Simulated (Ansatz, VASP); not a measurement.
# Two plane-wave programs on Be2H

```xyz
3
Lattice="2.3608 0.0000 0.0000 0.0000 2.3608 0.0000 0.0000 0.0000 4.0985" Properties=species:S:1:pos:R:3 pbc="T T T"
Be    1.1804    1.1804    1.0339
Be    1.1804    1.1804    3.0646
H     0.0000    0.0000    0.0000
```

Change from the starting cell: species swapped into the FeSi2 type (P4/mmm, No. 123).

Alike in both runs: functional PBE; k mesh 8 × 8 × 4; occupations gaussian, width 0.1 eV; no spin polarisation.

Ansatz relaxed the structure, and its values are those at the end. VASP's run is a single point on that final structure, the one shown.

|  | VASP | Ansatz |
| --- | --- | --- |
| version | VASP 6.6.1 | Ansatz 0.2.0 |
| potentials or method | VASP PAW PBE potentials, release 64 (Be, H) | scalar-relativistic, plane waves, PAW |
| plane-wave cutoff (eV) | 520 | 420 |
| valence electrons in the cell | 5 | 5 |

Ansatz gave:

- gap on the k mesh at the Fermi level (eV): none
- pressure (GPa): 0.2
- rms of the force components (eV/Å): 0.019

Question: Estimate VASP's values.

Answer: gap on the k mesh at the Fermi level (eV): none; pressure (GPa): 0.2; rms of the force components (eV/Å): 0.017.

A gap of «none» marks a metal or a gap that the smearing closes.

Caveats: the k mesh is coarse (spacing up to 0.38 Å⁻¹), so the values aren't converged.
